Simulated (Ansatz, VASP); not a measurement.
# Cross-check of In3Ga5O12 (Ga1.2In0.8O3, beta-Ga2O3 type) between VASP and Ansatz, part 2 of 2

Aim: how closely do two programs agree when they are given the same cell, functional and k mesh? The cell is invented: As first built, before any earlier steps moved the atoms (in the runner's words): 1x2x1 conventional cells of the Ga2O3 type (40 atoms: 24 O, 10 Ga, 6 In); Ga/In share their sites, the best of 600 random draws by like-pair counts in two shells; start lattice of Ga2O3; atoms moved at random by 0.02 A. It may not be a known or stable phase. Of the first pair: The structure shown is the start of the Ansatz relaxation below; VASP solves that cell, so the two are compared at the walk's first step.

VASP 6.6.1 and Ansatz 0.2.0.

So far: The starting structure; Ansatz: relaxation, PBEsol.

## Step 3: VASP: single point, PBEsol, start cell, pair 1

Level of this step: PBEsol; plane waves and PAW (O, Ga_d, In_d); invented cell (VASP).

The same cell, functional, mesh and smearing now go to VASP, with its own data sets.

Lines of VASP's logs that name or quote its potential files are left out, and so is its time.

File INCAR:

```
SYSTEM = In3Ga5O12
PREC = Accurate
ENCUT = 520
EDIFF = 1E-06
NELM = 120
ISMEAR = -1
SIGMA = 0.01
LREAL = Auto
ALGO = Normal
GGA = PS
NBANDS = 204
LORBIT = 11
LWAVE = .FALSE.
LCHARG = .FALSE.
ISIF = 2
ISYM = 0
LASPH = .TRUE.
GGA_COMPAT = .FALSE.
EFERMI = MIDGAP
KPAR = 4
```

File POSCAR:

```
In3Ga5O12
1.0
   12.2140000000      0.0000000000      0.0000000000
    0.0000000000      6.0742000000      0.0000000000
   -1.3859900000      0.0000000000      5.6300100000
O Ga In
24 10 6
Direct
    0.1600423234      0.0019920319      0.1089163252
    0.3330156809      0.2522965987      0.8900161811
    0.1778078745      0.9926903954      0.5603542445
    0.3270430344      0.2487405749      0.4391111206
    0.4973861777      0.0015804550      0.2568379097
    0.0033292957      0.2506009022      0.7465883720
    0.6653846963      0.2430937407      0.1158079648
    0.8344901371      0.0029139640      0.8884353669
    0.6756811537      0.2489381318      0.5685247451
    0.8276691553      0.9978927266      0.4264468447
    0.9968728072      0.2467650061      0.2601061099
    0.5043478494      0.9987817326      0.7400519715
    0.1635122881      0.5048566066      0.1132324809
    0.3355312457      0.7510783313      0.8934975249
    0.1736782888      0.4940732936      0.5691286516
    0.3261892599      0.7479997366      0.4369263998
    0.4944397548      0.4964439762      0.2574240543
    0.0031174129      0.7514405189      0.7448654621
    0.6677976249      0.7491521517      0.1101596622
    0.8348277479      0.5039676007      0.8919877585
    0.6740797898      0.7562806625      0.5642973991
    0.8264766255      0.4957360640      0.4306564287
    0.9946505563      0.7503868822      0.2527881833
    0.5023374362      0.5025517764      0.7414551662
    0.0891365108      0.9989463633      0.7907801229
    0.1605422788      0.2547825228      0.3177969489
    0.3442726941      0.9935629383      0.6892882961
    0.5900731596      0.2546343551      0.7923964611
    0.9111414503      0.0059760956      0.2077083344
    0.6591677957      0.9996213493      0.3160740389
    0.8413862103      0.2463369662      0.6883824363
    0.0937812091      0.5015146027      0.7986664322
    0.1607699688      0.7503539561      0.3140314138
    0.5895314597      0.7509960159      0.7966415690
    0.4085430647      0.2492838563      0.2094134824
    0.4087192532      0.7526917125      0.2069978561
    0.3412366978      0.5031938362      0.6884357221
    0.9097179818      0.5005762076      0.2070689040
    0.6599238095      0.5016956966      0.3168200412
    0.8406373561      0.7550953212      0.6858957622
```

File KPOINTS:

```
Points of the shifted mesh
18
Reciprocal
 0.2500000000  0.0000000000  0.0000000000 1
 0.2500000000  0.0000000000  0.3333333333 1
 0.2500000000  0.0000000000  0.6666666667 1
 0.2500000000  0.3333333333  0.0000000000 1
 0.2500000000  0.3333333333  0.3333333333 1
 0.2500000000  0.3333333333  0.6666666667 1
 0.2500000000  0.6666666667  0.0000000000 1
 0.2500000000  0.6666666667  0.3333333333 1
 0.2500000000  0.6666666667  0.6666666667 1
 0.7500000000  0.0000000000  0.0000000000 1
 0.7500000000  0.0000000000  0.3333333333 1
 0.7500000000  0.0000000000  0.6666666667 1
 0.7500000000  0.3333333333  0.0000000000 1
 0.7500000000  0.3333333333  0.3333333333 1
 0.7500000000  0.3333333333  0.6666666667 1
 0.7500000000  0.6666666667  0.0000000000 1
 0.7500000000  0.6666666667  0.3333333333 1
 0.7500000000  0.6666666667  0.6666666667 1
```

Potentials, in the order of the species: O, Ga_d and In_d (PBE family, release 64).

Command:

```
> mpirun -np 4 vasp_std
```

Numbers of over 12 decimals in the logs are rounded to 6 here.

What it wrote:

```text
[banner, memory and clock lines left out]
running    4 mpi-ranks, on    1 nodes
[...]
|                                                                             |
|               ----> ADVICE to this user running VASP <----                  |
|                                                                             |
|     You enforced a specific xc type in the INCAR file but a different       |
|     [... a line on the potential file left out ...]
|     I HOPE YOU KNOW WHAT YOU ARE DOING!                                     |
|                                                                             |

 LDA part: xc-table for (Slater+PW92), standard interpolation
 POSCAR, INCAR and KPOINTS ok, starting setup
[...]
entering main loop
       N       E                     dE             d eps       ncg     rms          rms(c)
DAV:   1     0.738183408722E+04    0.73818E+04   -0.13167E+05  7696   0.301E+03
DAV:   2     0.183599389074E+04   -0.55458E+04   -0.51857E+04  7344   0.940E+02
DAV:   3     0.341465747385E+02   -0.18018E+04   -0.17014E+04  8824   0.376E+02
DAV:   4    -0.248246644230E+03   -0.28239E+03   -0.27549E+03  8820   0.156E+02
[...]
DAV:  18    -0.235348017419E+03    0.60649E-06   -0.40083E-05 10496   0.444E-02    0.236E-02
DAV:  19    -0.235348017863E+03   -0.44364E-06   -0.11662E-05  8360   0.350E-02    0.713E-03
DAV:  20    -0.235348018006E+03   -0.14329E-06   -0.58580E-06  5936   0.154E-02
   1 F= -.23534802E+03 E0= -.23534802E+03  d E =0.000000E+00
```

OUTCAR, selected parts (step 3):

```text
  Total       89.0084146    102.7482946     87.8655757      3.4897023     -0.9467890     -0.6688686
  in kB      341.4172645    394.1205091    337.0335789     13.3857527     -3.6316802     -2.5656371
  external PRESSURE =     357.5237842 kB  Pullay stress =       0.0000000 kB

 POSITION                                       TOTAL-FORCE (eV/Angst)
 -----------------------------------------------------------------------------------
      1.80380      0.01210      0.61320         0.544212      0.077049     -0.187037
      2.83390      1.53250      5.01080        -1.576961     -3.156821     -2.420641
      1.39510      6.02980      3.15480        -0.857353      0.227859      0.546737
      3.38590      1.51090      2.47220        -3.709045     -1.337808      2.579345
      5.71910      0.00960      1.44600         5.956558     -0.327555      1.558559
     -0.99410      1.52220      4.20330         0.297796      0.272756      0.001090
      7.96650      1.47660      0.65200         0.281016     -1.902616     -2.988421
      8.96110      0.01770      5.00190        -0.543108      2.959998      2.811187
      7.46480      1.51210      3.20080        -0.485724     -1.309299      1.068076
      9.51810      6.06140      2.40090        -0.515916      1.434685     -0.289403
     11.81530      1.49890      1.46440         3.362312     -3.278084      0.942935
      5.13440      6.06680      4.16650        -0.249056      0.477983     -0.016365
      1.84020      3.06660      0.63750         0.409579     -0.312365     -0.019923
      2.85980      4.56220      5.03040        -1.979189      2.839795     -3.340668
[...]
-----------------------------------------------------------------------------------
    total drift:                               -0.009563     -0.011111      0.012108

  FREE ENERGIE OF THE ION-ELECTRON SYSTEM (eV)
  ---------------------------------------------------
  free  energy   TOTEN  =      -235.3480180061 eV

  energy  without entropy=     -235.3480180061  energy(sigma->0) =     -235.34801801

[... 3 further parts left out ...]
[key lines of the parts left out:]
E-fermi :   6.8131
```

The run ends at a pressure of 35.75 GPa, with forces up to 6.3 eV/Å.

## Step 4: Side by side

Known differences besides the potentials themselves: the cutoff is 420 eV in Ansatz and 520 eV in VASP (PREC = Accurate, projectors in real space); Ansatz makes its cores anew for this functional, VASP keeps those of its PBE data sets. Total energies have different zeros and are not compared.

Forces on 10 of the 40 atoms, those with the largest forces and the largest differences (eV/Å; atoms numbered as in POSCAR):

```tsv
atom	Ansatz x, y, z	VASP x, y, z
O4	-3.713, -1.326, 2.590	-3.709, -1.338, 2.579
O5	5.938, -0.328, 1.551	5.957, -0.328, 1.559
O8	-0.530, 2.931, 2.768	-0.543, 2.960, 2.811
O11	3.360, -3.246, 0.938	3.362, -3.278, 0.943
O14	-1.967, 2.811, -3.372	-1.979, 2.840, -3.341
O19	0.402, 2.702, -2.474	0.419, 2.734, -2.520
O20	-1.862, -2.901, -3.626	-1.882, -2.931, -3.604
O21	-3.231, 1.210, 0.298	-3.280, 1.223, 0.308
O22	-1.587, -1.188, 4.579	-1.542, -1.196, 4.579
O23	3.617, 5.102, 0.983	3.614, 5.109, 0.984
```

The forces differ by 19 meV/Å r.m.s., which is 1.0 % of the r.m.s. force of 1.765 eV/Å (both taken over all components).

## Step 5: Ansatz: relaxation, PBEsol

This run makes the geometry at which the two programs are then compared. The cell compared in this pair holds 470.43 Å³, against 417.69 Å³ for the pair before.

The structure compared here is the end of the Ansatz relaxation.

File input.yaml:

```yaml
crystal:
  lattice:
    - [12.214, 0.0, 0.0]
    - [0.0, 6.0742, 0.0]
    - [-1.38599, 0.0, 5.63001]
  atoms:
    - { symbol: O, position: [0.16004, 0.00199, 0.10891] }
    - { symbol: O, position: [0.33302, 0.25229, 0.89002] }
    - { symbol: O, position: [0.17781, 0.99269, 0.56035] }
    - { symbol: O, position: [0.32704, 0.24874, 0.43911] }
    - { symbol: O, position: [0.49739, 0.00158, 0.25684] }
    - { symbol: O, position: [0.00333, 0.2506, 0.74658] }
    - { symbol: O, position: [0.66538, 0.24309, 0.1158] }
    - { symbol: O, position: [0.83449, 0.00291, 0.88844] }
    - { symbol: O, position: [0.67568, 0.24893, 0.56852] }
    - { symbol: O, position: [0.82767, 0.99789, 0.42645] }
    - { symbol: O, position: [0.99687, 0.24676, 0.2601] }
    - { symbol: O, position: [0.50435, 0.99879, 0.74005] }
    - { symbol: O, position: [0.16351, 0.50485, 0.11324] }
    - { symbol: O, position: [0.33553, 0.75108, 0.89349] }
    - { symbol: O, position: [0.17368, 0.49407, 0.56912] }
    - { symbol: O, position: [0.32619, 0.748, 0.43692] }
    - { symbol: O, position: [0.49444, 0.49645, 0.25742] }
    - { symbol: O, position: [0.00312, 0.75144, 0.74487] }
    - { symbol: O, position: [0.6678, 0.74916, 0.11016] }
    - { symbol: O, position: [0.83483, 0.50397, 0.89199] }
    - { symbol: O, position: [0.67408, 0.75628, 0.56429] }
    - { symbol: O, position: [0.82648, 0.49574, 0.43066] }
    - { symbol: O, position: [0.99465, 0.75039, 0.25278] }
    - { symbol: O, position: [0.50234, 0.50256, 0.74145] }
    - { symbol: Ga, position: [0.08914, 0.99894, 0.79078] }
    - { symbol: Ga, position: [0.16054, 0.25478, 0.3178] }
    - { symbol: Ga, position: [0.34427, 0.99357, 0.68928] }
    - { symbol: Ga, position: [0.59007, 0.25463, 0.7924] }
    - { symbol: Ga, position: [0.91114, 0.00597, 0.20771] }
    - { symbol: Ga, position: [0.65917, 0.99962, 0.31607] }
    - { symbol: Ga, position: [0.84139, 0.24634, 0.68839] }
    - { symbol: Ga, position: [0.09378, 0.50151, 0.79866] }
    - { symbol: Ga, position: [0.16077, 0.75036, 0.31403] }
    - { symbol: Ga, position: [0.58953, 0.751, 0.79665] }
    - { symbol: In, position: [0.40854, 0.24928, 0.20941] }
    - { symbol: In, position: [0.40872, 0.75269, 0.20699] }
    - { symbol: In, position: [0.34124, 0.50319, 0.68844] }
    - { symbol: In, position: [0.90972, 0.50057, 0.20707] }
    - { symbol: In, position: [0.65992, 0.50169, 0.31682] }
    - { symbol: In, position: [0.84064, 0.7551, 0.6859] }
kpoints:
  mp_grid: { grid: [2, 3, 3], shift: [0.5, 0.0, 0.0] }
hamiltonian:
  xc: pbesol
scf:
  occupations: { method: fermi_dirac, width: 0.01 }
output:
  forces: true
  stress: true
relax:
  f_tol: 0.02
  max_steps: 45
  cell: { stress_tol: 0.1 }
```

Command:

```
> ansatz run input.yaml --threads 8 --pin off --max-ram 15360MiB --backend cpu --events-out ev --progress --plain --runs-dir out
```

What it wrote:

```text
[...]
Crystal: 40 atoms, lattice volume = 417.692 Å³
Basis set: ecut = 420 eV, 8175 PW (Γ), exchange–correlation on 180×90×80 points (8 copies of the dense FFT grid, shifted against one another)
Bands: 216, of which v1, the nominal top of the filled ones, is band 176 counted from 1 (175 counted from 0)
Symmetry: 1 space group operations
[...]
- { symbol: Ga, position: [0.154277, 0.757554, 0.308528] }
    - { symbol: Ga, position: [0.589802, 0.760127, 0.798767] }
    - { symbol: In, position: [0.408718, 0.240911, 0.181275] }
    - { symbol: In, position: [0.407685, 0.759414, 0.184995] }
    - { symbol: In, position: [0.340881, 0.500026, 0.659590] }
    - { symbol: In, position: [0.920486, 0.495198, 0.209548] }
    - { symbol: In, position: [0.660178, 0.498759, 0.317411] }
    - { symbol: In, position: [0.845866, 0.754246, 0.694781] }
[key lines of the parts left out:]
SCF converged after 5 iterations
Free energy (F): -84053.135619 eV
Fermi energy:    8.767568 eV
P = ⅓ Tr σ = 0.0239 GPa (0.239 kbar)
```

## Step 6: VASP: single point, PBEsol, relaxed cell, pair 2

The same cell, functional, mesh and smearing now go to VASP, with its own data sets.

INCAR, as its differences from that of step 3:

```diff
@@ -2,3 +2,3 @@
 PREC = Accurate
-ENCUT = 520
+ENCUT = 600
 EDIFF = 1E-06
```

File POSCAR:

```
In3Ga5O12
1.0
   12.6157450000      0.0048520000      0.1184980000
    0.0024130000      6.3678760000      0.0017050000
   -1.3769570000      0.0010300000      5.8429170000
O Ga In
24 10 6
Direct
    0.1647900000      0.0009400000      0.1057900000
    0.3211600000      0.2353600000      0.8615400000
    0.1689800000      0.0004400000      0.5572700000
    0.3166800000      0.2335800000      0.4262700000
    0.5108200000      0.9997900000      0.2849300000
    0.0083800000      0.2506000000      0.7560900000
    0.6609300000      0.2328900000      0.1038600000
    0.8433200000      0.0197700000      0.9047400000
    0.6780100000      0.2332600000      0.5771300000
    0.8275000000      0.0113200000      0.4313400000
    0.0053500000      0.2276600000      0.2710900000
    0.4997300000      0.0016200000      0.7542000000
    0.1583000000      0.4993600000      0.1103600000
    0.3240000000      0.7650900000      0.8622600000
    0.1613800000      0.4995900000      0.5449600000
    0.3145600000      0.7663100000      0.4261200000
    0.4931800000      0.4999000000      0.2989600000
    0.0178100000      0.7505100000      0.7591900000
    0.6662000000      0.7673200000      0.1032400000
    0.8293500000      0.4830300000      0.8890000000
    0.6702600000      0.7656700000      0.5691600000
    0.8320500000      0.4843000000      0.4582300000
    0.9992200000      0.7720400000      0.2593200000
    0.5165800000      0.4995600000      0.7795800000
    0.0944400000      0.0041100000      0.7976600000
    0.1573900000      0.2437200000      0.3096400000
    0.3322400000      0.0002000000      0.6638800000
    0.5928000000      0.2406200000      0.7969200000
    0.9121100000      0.0061100000      0.2085000000
    0.6645400000      0.0016900000      0.3182500000
    0.8445900000      0.2501900000      0.6934500000
    0.0937700000      0.4967200000      0.7961400000
    0.1542800000      0.7575500000      0.3085300000
    0.5898000000      0.7601300000      0.7987700000
    0.4087200000      0.2409100000      0.1812700000
    0.4076800000      0.7594100000      0.1849900000
    0.3408800000      0.5000300000      0.6595900000
    0.9204900000      0.4952000000      0.2095500000
    0.6601800000      0.4987600000      0.3174100000
    0.8458700000      0.7542500000      0.6947800000
```

KPOINTS is that of step 3.

Command:

```
> mpirun -np 4 vasp_std
```

What it wrote:

```text
[banner, memory and clock lines left out]
running    4 mpi-ranks, on    1 nodes
[...]
[... a notice as in an earlier step ...]

 LDA part: xc-table for (Slater+PW92), standard interpolation
 POSCAR, INCAR and KPOINTS ok, starting setup
[...]
entering main loop
       N       E                     dE             d eps       ncg     rms          rms(c)
DAV:   1     0.759405095160E+04    0.75941E+04   -0.14533E+05  7600   0.316E+03
DAV:   2     0.192835694913E+04   -0.56657E+04   -0.53101E+04  7344   0.987E+02
DAV:   3     0.624146222353E+02   -0.18659E+04   -0.17606E+04  8800   0.389E+02
DAV:   4    -0.252313850510E+03   -0.31473E+03   -0.30601E+03  8944   0.162E+02
[...]
DAV:  18    -0.246046678578E+03    0.22398E-06   -0.57288E-05 11416   0.695E-02    0.700E-03
DAV:  19    -0.246046679606E+03   -0.10283E-05   -0.21233E-05  7912   0.318E-02    0.317E-03
DAV:  20    -0.246046679864E+03   -0.25824E-06   -0.85361E-06  8120   0.166E-02
   1 F= -.24604668E+03 E0= -.24604668E+03  d E =0.000000E+00
```

OUTCAR, selected parts (step 6):

```text
  Total        0.5691807      0.9627792      0.6418927     -0.0108742     -0.0065845      0.1227325
  in kB        1.9384892      3.2789884      2.1861281     -0.0370350     -0.0224252      0.4179968
  external PRESSURE =       2.4678686 kB  Pullay stress =       0.0000000 kB

 POSITION                                       TOTAL-FORCE (eV/Angst)
 -----------------------------------------------------------------------------------
      1.93328      0.00689      0.63765         0.011190     -0.001574     -0.013644
      2.86594      1.50119      5.07236        -0.021274     -0.007922     -0.008337
      1.36447      0.00420      3.27611        -0.021644      0.000118      0.009268
      3.40876      1.48938      2.52858        -0.005432     -0.001134      0.006198
      6.05445      6.36931      1.72706         0.037299     -0.002052      0.022881
     -0.93478      1.59661      4.41919         0.002265     -0.003281      0.000592
      8.19568      1.48633      0.68556         0.005767     -0.006917     -0.022545
      9.39337      0.13092      5.38629        -0.008760      0.010210      0.022154
      7.75948      1.48925      3.45286        -0.015106      0.000483      0.004442
      9.84562      0.07654      2.61836         0.008157     -0.003149     -0.003655
     -0.30524      1.45002      1.58498         0.009396     -0.039327      0.005595
      5.26597      0.01352      4.46595        -0.006528     -0.001699      0.002169
      1.84632      3.18074      0.66443         0.015844     -0.000105     -0.006929
      2.90205      4.87446      5.07781        -0.019857      0.010255     -0.008993
[...]
-----------------------------------------------------------------------------------
    total drift:                                0.010665      0.002254     -0.024045

  FREE ENERGIE OF THE ION-ELECTRON SYSTEM (eV)
  ---------------------------------------------------
  free  energy   TOTEN  =      -246.0466798642 eV

  energy  without entropy=     -246.0466798642  energy(sigma->0) =     -246.04667986

[... 1 part as in an earlier step ...]

[... 2 further parts left out ...]
[key lines of the parts left out:]
E-fermi :   5.0108
```

The run ends at a pressure of 0.25 GPa, with forces up to 0.044 eV/Å.

## Step 7: Side by side

What differs besides the data sets and the points named for the pairs above, as far as they apply: the cutoff is 420 eV in Ansatz and 600 eV in VASP (PREC = Accurate, projectors in real space); Ansatz's pressure holds a Pulay correction, VASP's none. Total energies have different zeros and are not compared.

Both answers:

```tsv
quantity	Ansatz	VASP	difference
pressure (GPa)	0.02	0.25	-0.22
gap on the k mesh (eV)	1.702	1.695	+0.007
```

At this near-relaxed geometry the largest component of a force difference is 38 meV/Å. A gap on the mesh is an upper bound, since the band edges may lie between its points.

## Step 8: Summary of results

| Property | Result |
| --- | --- |
| r.m.s. force difference (single point, PBEsol, start cell, pair 1) | 1.0 % of the r.m.s. force |
| difference in gap on the k mesh (single point, PBEsol, relaxed cell, pair 2) | 0.0068 eV |
| r.m.s. force difference (single point, PBEsol, relaxed cell, pair 2) | 11 meV/Å |

What this shows: The r.m.s. force difference is 11 meV/Å (single point, PBEsol, relaxed cell, pair 2), within the 12 meV/Å picked in this series as the mark of a large difference. Such differences can come from data sets, numerical settings and the points named under the comparisons, not from the functional's error against experiment.

[Lines on the potential files, build, host, timing and source positions are cut from VASP's logs without a mark.]

[Logs are printed without paths, hosts, clocks, repeated set-up lines and the standing remarks that a program may print on its own settings, such as how far it seeks lower states.]

[Hosts, paths, dates, database ids (printed as entryN), source tags and the programs' standing remarks are cut or masked in the printed files.]
